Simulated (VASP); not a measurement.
# CdS (F-43m) in VASP: notebook

The runs below take CdS through single point, relaxation of cell and atoms, with PBE, HSE06.

All numbers are computed with VASP 6.6.1; they aren't measurements. Logs are shortened: lines on timing, memory, paths and dates and some standing lists are left out, and cuts for length are marked.

## Step 1: The structure

The structure is cubic, space group F-43m (No. 216). The conventional cell has a = 5.927 Å, b = 5.927 Å, c = 5.927 Å, α = 90.00°, β = 90.00°, γ = 90.00°. Cd (site symmetry -43m) has 4 S at 2.57 Å as nearest neighbours. S (site symmetry -43m) has 4 Cd at 2.57 Å as nearest neighbours.

The cell was built by a generator and needn't be a form met in nature.

## Step 2: Single point, PBE

INCAR

```
SYSTEM = CdS
PREC = Accurate
ENCUT = 520
EDIFF = 1E-7
ISMEAR = -1
SIGMA = 0.02
LREAL = .FALSE.
LASPH = .TRUE.
NELM = 100
ALGO = Normal
ISIF = 2
LWAVE = .FALSE.
LCHARG = .FALSE.
GGA = PE
NBANDS = 16
```

KPOINTS

```
Automatic mesh
0
G
  8 8 8
  0 0 0
```

POSCAR

```
CdS
1.0
    0.0000000000      2.9632923888      2.9632923888
    2.9632923888      0.0000000000      2.9632923888
    2.9632923888      2.9632923888      0.0000000000
Cd S
1 1
Direct
    0.0000000000      0.0000000000      0.0000000000
    0.2500000000      0.2500000000      0.2500000000
```

Potentials or basis: VASP PAW PBE potentials, release 64 (Cd, S).

Launch:

```sh
$ cat potpaw_PBE.64/Cd/POTCAR potpaw_PBE.64/S/POTCAR > POTCAR
$ mpirun -np 1 vasp_std > vasp.out
```

OUTCAR:

```text
SYSTEM = CdS
   PREC = Accurate
   ENCUT = 520
   EDIFF = 1E-7
   ISMEAR = -1
   LREAL = .FALSE.
   LASPH = .TRUE.
   NELM = 100
   ISIF = 2
   GGA = PE

 ion  position               nearest neighbor table
   1  0.000  0.000  0.000-   2 2.57   2 2.57   2 2.57   2 2.57
   2  0.250  0.250  0.250-   1 2.57   1 2.57   1 2.57   1 2.57

  LATTYP: Found a face centered cubic cell.
 ALAT       =     5.9265847776

  Lattice vectors:

 A1 = (   0.0000000000,   2.9632923888,   2.9632923888)
 A2 = (   2.9632923888,   0.0000000000,   2.9632923888)
 A3 = (   2.9632923888,   2.9632923888,   0.0000000000)

Analysis of symmetry for initial positions (statically):
=====================================================================
 Subroutine PRICEL returns:
 Original cell was already a primitive cell.

 Routine SETGRP: Setting up the symmetry group for a
 face centered cubic supercell.

 Subroutine GETGRP returns: Found 24 space group operations
 (whereof 24 operations were pure point group operations)
 out of a pool of 48 trial point group operations.

The static configuration has the point symmetry T_d .

Analysis of symmetry for dynamics (positions and initial velocities):
=====================================================================
 Subroutine PRICEL returns:
 Original cell was already a primitive cell.

 Routine SETGRP: Setting up the symmetry group for a
 face centered cubic supercell.

 Subroutine GETGRP returns: Found 24 space group operations
 (whereof 24 operations were pure point group operations)
 out of a pool of 48 trial point group operations.

The dynamic configuration has the point symmetry T_d .

 Subroutine INISYM returns: Found 24 space group operations
 (whereof 24 operations are pure point group operations),
 and found     1 'primitive' translations

----------------------------------------------------------------------------------------

                                     Primitive cell

  volume of cell :      52.0419

  direct lattice vectors                    reciprocal lattice vectors
     0.000000000  2.963292389  2.963292389    -0.168731240  0.168731240  0.168731240
     2.963292389  0.000000000  2.963292389     0.168731240 -0.168731240  0.168731240
     2.963292389  2.963292389  0.000000000     0.168731240  0.168731240 -0.168731240

  length of vectors
     4.190728286  4.190728286  4.190728286     0.292251081  0.292251081  0.292251081

  position of ions in fractional coordinates (direct lattice)
     0.000000000  0.000000000  0.000000000
     0.250000000  0.250000000  0.250000000

  ion indices of the primitive-cell ions
   primitive index   ion index
                 1           1
                 2           2

----------------------------------------------------------------------------------------

 KPOINTS: Automatic mesh

Automatic generation of k-mesh.
 Grid dimensions read from file:
 generate k-points for:    8    8    8

 Generating k-lattice:

  Cartesian coordinates                     Fractional coordinates (reciprocal lattice)
    -0.021091405  0.021091405  0.021091405     0.125000000  0.000000000  0.000000000
     0.021091405 -0.021091405  0.021091405     0.000000000  0.125000000  0.000000000
     0.021091405  0.021091405 -0.021091405     0.000000000  0.000000000  0.125000000

  Length of vectors
     0.036531385  0.036531385  0.036531385

  Shift w.r.t. Gamma in fractional coordinates (k-lattice)
     0.000000000  0.000000000  0.000000000

 Subroutine IBZKPT returns following result:
 ===========================================

 Found     29 irreducible k-points:

 Following reciprocal coordinates:
            Coordinates               Weight
  0.000000  0.000000  0.000000      1.000000
  0.125000  0.000000  0.000000      8.000000
  0.250000  0.000000  0.000000      8.000000
  0.375000  0.000000  0.000000      8.000000
  0.500000  0.000000  0.000000      4.000000
  0.125000  0.125000  0.000000      6.000000
[... 16 lines left out ...]
  0.500000  0.250000  0.125000     48.000000
 -0.375000  0.250000  0.125000     24.000000
 [... further k-points ...]
   k-points           NKPTS =     29   k-points in BZ     NKDIM =     29   number of bands    NBANDS=     16
   number of dos      NEDOS =    301   number of ions     NIONS =      2
   total plane-waves  NPLWV =  32768
   dimension x,y,z NGX =    32 NGY =   32 NGZ =   32
   dimension x,y,z NGXF=    64 NGYF=   64 NGZF=   64
   ions per type =               1   1
   NGX,Y,Z   is equivalent  to a cutoff of  12.69, 12.69, 12.69 a.u.
   NGXF,Y,Z  is equivalent  to a cutoff of  25.39, 25.39, 25.39 a.u.
 SYSTEM =  CdS
   PREC   = accura    normal or accurate (medium, high low for compatibility)
   ISTART =      0    job   : 0-new  1-cont  2-samecut
   ICHARG =      2    charge: 1-file 2-atom 10-const
   ISPIN  =      1    spin polarized calculation?
   LNONCOLLINEAR =      F non collinear calculations
   LSORBIT =      F    spin-orbit coupling
   LASPH  =      T    aspherical Exc in radial PAW
   ENCUT  =  520.0 eV  38.22 Ry    6.18 a.u.   7.79  7.79  7.79*2*pi/ulx,y,z
   NELM   =    100;   NELMIN=  2; NELMDL= -5     # of ELM steps
   EDIFF  = 0.1E-06   stopping-criterion for ELM
   LREAL  =      F    real-space projection
   EDIFFG = 0.1E-05   stopping-criterion for IOM
   NSW    =      0    number of steps for IOM
   IBRION =     -1    ionic relax: 0-MD 1-quasi-New 2-CG
   NFREE  =      0    steps in history (QN), initial steepest desc. (CG)
   ISIF   =      2    stress and relaxation
   ISYM   =      2    0-nonsym 1-usesym 2-fastsym
   POTIM  = 0.5000    time-step for ionic-motion
   TEBEG  =    0.0;   TEEND  =   0.0 temperature during run
   PSTRESS=    0.0 pullay stress
   NELECT =      18.0000    total number of electrons
   NUPDOWN=      -1.0000    fix difference up-down
   EMIN   =  10.00;   EMAX   =-10.00  energy-range for DOS
   EFERMI =   0.00;   METHOD = LEGACY
   ISMEAR =    -1;   SIGMA  =   0.02  broadening in eV -4-tet -1-fermi 0-gaus
   EFERMI_NEDOS =   21; number of points for ismear=-14 and -15
   IALGO  =     38    algorithm
   IMIX   =      4    mixing-type and parameters
     AMIX     =   0.40;   BMIX     =  1.00
     AMIX_MAG =   1.60;   BMIX_MAG =  1.00
  volume/ion in A,a.u.               =      26.02       175.60
  Fermi-wavevector in a.u.,A,eV,Ry     =   1.149162  2.171601 17.967483  1.320573
  Thomas-Fermi vector in A             =   2.285833
   LORBIT       =      0    0 simple, 1 ext, 2 COOP (PROOUT), +10 PAW based schemes
   GGA     = PE    functional components
   LHFCALC =     F    Hartree Fock is set to
   AEXX    =    0.0000 exact exchange contribution
   IVDW    =     0    specifies the selected vdW correction
   LEPSILON=     F    determine dielectric tensor
   LRPA    =     F    only Hartree local field effects (RPA)
 non-spin polarized calculation
  energy-cutoff  :      520.00
  volume of cell :       52.04
 maximum number of plane-waves:      1424
   NGX = 15   NGY = 15   NGZ = 15

 number of electron      18.0000001 magnetization

 Free energy of the ion-electron system (eV)
  ---------------------------------------------------
  ext. energy  EPLUGINS =         0.00000000
  ---------------------------------------------------
  free energy    TOTEN  =        -6.14717986 eV

  energy without entropy =       -6.14717986  energy(sigma->0) =       -6.14717986

 E-fermi :   1.3451     XC(G=0):  -8.9279

 val. band max:        0.9175369968   @ k =   0.0000   0.0000   0.0000
 cond. band min:       1.9610776802   @ k =   0.0000   0.0000   0.0000
 fundamental gap:      1.0435406834
 Fermi energy:         1.3451345653

 k-point     1 :       0.0000    0.0000    0.0000
  band No.  band energies     occupation
      1     -11.1709      2.00000
      2      -6.6507      2.00000
      3      -6.6507      2.00000
      4      -6.6507      2.00000
      5      -6.2334      2.00000
      6      -6.2334      2.00000
[... 8 lines left out ...]
     15      12.3231      0.00000
     16      12.3231      0.00000

 k-point     2 :       0.1250    0.0000    0.0000
  band No.  band energies     occupation
      1     -11.1151      2.00000
      2      -6.6309      2.00000
      3      -6.6309      2.00000
      4      -6.5990      2.00000
      5      -6.2342      2.00000
      6      -6.2342      2.00000
[... 8 lines left out ...]
     15      11.7447      0.00000
     16      12.7134      0.00000

 k-point     3 :       0.2500    0.0000    0.0000
  band No.  band energies     occupation
      1     -10.9797      2.00000
      2      -6.5881      2.00000
      3      -6.5881      2.00000
      4      -6.4197      2.00000
      5      -6.2294      2.00000
      6      -6.2294      2.00000
[... 8 lines left out ...]
     15      11.5121      0.00000
     16      12.1303      0.00000

 k-point     4 :       0.3750    0.0000    0.0000
  band No.  band energies     occupation
      1     -10.8446      2.00000
      2      -6.5550      2.00000
      3      -6.5550      2.00000
      4      -6.2121      2.00000
      5      -6.2121      2.00000
      6      -6.1064      2.00000
[... 8 lines left out ...]
     15      12.3303      0.00000
     16      12.3303      0.00000
[... 324 lines left out ...]
 k-point    22 :       0.3750    0.2500    0.1250
  band No.  band energies     occupation
      1     -10.8804      2.00000
      2      -6.5411      2.00000
      3      -6.5188      2.00000
      4      -6.3632      2.00000
      5      -6.2233      2.00000
      6      -6.1770      2.00000
[... 8 lines left out ...]
     15      12.8226      0.00000
     16      14.6142      0.00000

 k-point    23 :       0.5000    0.2500    0.1250
  band No.  band energies     occupation
      1     -10.7741      2.00000
      2      -6.5100      2.00000
      3      -6.4876      2.00000
      4      -6.2863      2.00000
      5      -6.2036      2.00000
      6      -5.9623      2.00000
[... 8 lines left out ...]
     15      13.5293      0.00000
     16      13.8897      0.00000

 k-point    24 :      -0.3750    0.2500    0.1250
  band No.  band energies     occupation
      1     -10.7307      2.00000
      2      -6.5055      2.00000
      3      -6.4731      2.00000
      4      -6.2539      2.00000
      5      -6.2096      2.00000
      6      -5.7936      2.00000
[... 8 lines left out ...]
     15      13.0877      0.00000
     16      13.9306      0.00000

 [... further k-points ...]

------------------------ aborting loop because EDIFF is reached ----------------------------------------

  FORCE on cell =-STRESS in cart. coord.  units (eV):
  Direction    XX          YY          ZZ          XY          YZ          ZX
  --------------------------------------------------------------------------------------
  -------------------------------------------------------------------------------------
  Total        0.0949053      0.0949053      0.0949053      0.0000000      0.0000000      0.0000000
  in kB        2.9217801      2.9217801      2.9217801      0.0000000      0.0000000      0.0000000
  external PRESSURE =       2.9217801 kB  Pullay stress =       0.0000000 kB

 VOLUME and BASIS-vectors are now :
 -----------------------------------------------------------------------------
  energy-cutoff  :      520.00
  volume of cell :       52.04
      direct lattice vectors                 reciprocal lattice vectors
     0.000000000  2.963292389  2.963292389    -0.168731240  0.168731240  0.168731240
     2.963292389  0.000000000  2.963292389     0.168731240 -0.168731240  0.168731240
     2.963292389  2.963292389  0.000000000     0.168731240  0.168731240 -0.168731240

 POSITION                                       TOTAL-FORCE (eV/Angst)
 -----------------------------------------------------------------------------------
      0.00000      0.00000      0.00000         0.000000      0.000000      0.000000
      1.48165      1.48165      1.48165        -0.000000     -0.000000     -0.000000
 -----------------------------------------------------------------------------------
    total drift:                               -0.000000     -0.000000     -0.000000

  FREE ENERGIE OF THE ION-ELECTRON SYSTEM (eV)
  ---------------------------------------------------
  free  energy   TOTEN  =        -6.1471798569 eV

  energy  without entropy=       -6.1471798569  energy(sigma->0) =       -6.14717986
```

Wall time 9.3 s (1 thread of Intel Xeon 6975P-C (Granite Rapids), shared host); peak memory 0.18 GiB.

Results:

- Free energy: -6.1472 eV
- Pressure: 0.3 GPa
- Band gap on the k mesh: 1.04 eV, direct

Levels at points of the mesh, in eV from the valence-band top:
| k point | band 7 | band 8 | band 9 | band 10 | band 11 | band 12 |
| --- | --- | --- | --- | --- | --- | --- |
| (0.00, 0.00, 0.00) | 0.00 | 0.00 | 0.00 | 1.04 | 6.55 | 6.55 |
| (0.50, 0.00, 0.00) | -4.12 | -0.69 | -0.69 | 2.94 | 7.01 | 7.01 |
| (0.50, 0.50, 0.00) | -3.75 | -1.72 | -1.72 | 3.63 | 4.28 | 9.04 |

(Part 1 of 3 ends here.)
